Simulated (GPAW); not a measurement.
Runs of GPAW 26.7.0 on TePt. Symmetry: R-3m, No. 166, trigonal system. Conventional cell: a = 3.963 Å, b = 3.963 Å, c = 19.983 Å, α = 90.00°, β = 90.00°, γ = 120.00°. Pt (site symmetry 3m) has 3 Te at 2.59 Å and 3 Pt at 2.72 Å as nearest neighbours. Te (site symmetry 3m) has 3 Pt at 2.59 Å as nearest neighbours. 

```tsv
task	level	potentials or basis	k mesh	band path	band points	ranks	mesh quality	pressure (GPa)	V0 of scaled cells (Å³/atom)	B0 (GPa)	largest force (eV/Å)
band structure	PBEsol	PAW data sets generated in the run's folder for this functional, pw	5 × 5 × 5	GLB1,BZGX,QFP1Z,LP	80	-	coarse	(a)	-	-	0.16
equation of state	PBEsol	PAW data sets generated in the run's folder for this functional, pw	8 × 8 × 8	-	-	4	not flagged	-	22.45	132	-
equation of state	LDA	the program's PAW data sets (release 1.2.1) made for this functional, pw	5 × 5 × 5	-	-	4	coarse	-	(b)	141	-
single point	PBEsol	PAW data sets generated in the run's folder for this functional, pw	8 × 8 × 8	-	-	-	not flagged	(c)	-	-	0.15
band structure	LDA	the program's PAW data sets (release 1.2.1) made for this functional, pw	5 × 5 × 5	GLB1,BZGX,QFP1Z,LP	80	-	coarse	-4.1	-	-	0.31
```

Alike in all rows: no spin polarisation; cell as given; cutoff (eV) 600; smearing fermi-dirac 0.05 eV.

Question: Fill in the values left out.

Answer: (a) -1.3; (b) 21.95; (c) -1.2.

Caveats: some runs use coarse meshes; the cell was scaled at fixed shape and fractional positions, which overstates the stiffness of a crystal with free parameters, most of all of layers and chains (some runs).

Not every run made on this cell is shown here.
